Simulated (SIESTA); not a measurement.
CdSe (Cadmoselite):

```xyz
4
Lattice="4.3000 0.0000 0.0000 -2.1500 3.7239 0.0000 0.0000 0.0000 7.0200" Properties=species:S:1:pos:R:3 pbc="T T T"
Cd    2.1500    1.2413    3.5100
Cd    0.0000    2.4826    0.0000
Se    2.1500    1.2413    6.2127
Se    0.0000    2.4826    2.7027
```

Base run:

```yaml
Program: SIESTA 5.4.2
Functional: BLYP
Potentials_or_basis: PseudoDojo 0.4 standard (PBE files)
Basis: DZP (energy shift 0.003 Ry; two zetas on semicore shells)
Grid_cutoff: 800 Ry
Energy_shift: 0.003 Ry
k_mesh: 7 × 7 × 4
Occupations: fermi-dirac, width 0.05 eV
Spin: no spin polarisation
```

Its results: band gap on the k mesh 0.90 eV, direct; pressure 5.8 GPa; largest force 0.339 eV/Å.

Q: After a change of settings the same cell gave: band gap on the k mesh 1.08 eV, direct; pressure 5.2 GPa; largest force 0.331 eV/Å. Which change was it?
A. functional from BLYP to PBE
B. functional from BLYP to RPBE
C. functional from BLYP to PBEsol; potentials or basis from PseudoDojo 0.4 standard (PBE files) to PseudoDojo 0.4 standard (PBEsol files)
D. functional from BLYP to WC; potentials or basis from PseudoDojo 0.4 standard (PBE files) to PseudoDojo 0.4 standard (PBEsol files)

A: B.

Caveats: the potentials were made for another functional, which shifts forces and pressure; the basis of atomic orbitals isn't converged, which shifts pressures, moduli and gaps.
